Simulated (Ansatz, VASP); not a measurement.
**HgTe (Coloradoite) in VASP and in Ansatz**

```
Hg Te
1.0
     0.00000    3.21450    3.21450
     3.21450    0.00000    3.21450
     3.21450    3.21450    0.00000
Hg Te
1 1
Direct
  0.00000 0.00000 0.00000
  0.75000 0.75000 0.75000
```

Alike in both runs: task band structure; functional PBE; k mesh 7 × 7 × 7; occupations fermi-dirac, width 0.05 eV; no spin polarisation.

|  | VASP | Ansatz |
| --- | --- | --- |
| version | VASP 6.6.1 | Ansatz 0.2.0 |
| potentials or method | VASP PAW PBE potentials, release 64 (Hg, Te) | Ansatz PAW |
| plane-wave cutoff (eV) | 520 | 420 |
| valence electrons in the cell | 18 | 36 |

|  | VASP | Ansatz | Ansatz less VASP |
| --- | --- | --- | --- |
| gap on the k mesh at the Fermi level (eV) | none | none | - |
| pressure (GPa) | 4.6 | 4.6 | -0.07 |

A gap of «none» marks a metal or a gap that the smearing closes. The two sets of potentials don't hold the same shells in valence.

Caveats: spin-orbit coupling is left out, which moves the levels of the heavy elements.
